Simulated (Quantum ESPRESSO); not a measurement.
Tb under changes of volume

One of the cells (31.365 Å³/atom); the others are scaled copies at fixed shape and fractional positions:

```
CELL_PARAMETERS angstrom
0.00000 2.50305 2.50305
2.50305 0.00000 2.50305
2.50305 2.50305 0.00000
ATOMIC_POSITIONS crystal
Tb 0.00000 0.00000 0.00000
```

This isn't the form of Tb at room conditions, which is hcp.

| Property | Result |
| --- | --- |
| Program | Quantum ESPRESSO 7.5 |
| Functional | PBE |
| Potentials or basis | SSSP 1.3 efficiency PBE |
| Cutoff | 748 eV |
| Density cutoff | 5987 eV |
| k mesh | 9 × 9 × 9 |
| Occupations | fermi-dirac, width 0.05 eV |
| Spin | collinear spin, ferromagnetic start |
| Starting moments | [6.0] μB |

```tsv
volume (Å³/atom)	energy over the lowest point (meV/atom)	pressure (GPa)
30.084	5.80	1.3
30.724	?	?
31.365	0.00	0.0
32.005	0.75	-0.5
32.645	3.69	-1.0
```

**Question.** What does the run at 30.724 Å³/atom give?

**Answer.** Energy over the lowest point 1.61 meV/atom; pressure 0.7 GPa.

Worked out: A Birch-Murnaghan fit of order 2 (a polynomial in V^(-2/3)) to the other rows has its minimum at 31.47 Å³/atom with B0 = V·E''(V) = 29 GPa. It gives 1.58 meV/atom at 30.724 Å³/atom, against the run's 1.61, and -dE/dV = 0.7 GPa, against 0.7.

Energies are extrapolated to zero smearing.

Caveats: the magnetic or orbital state may not be the lowest.
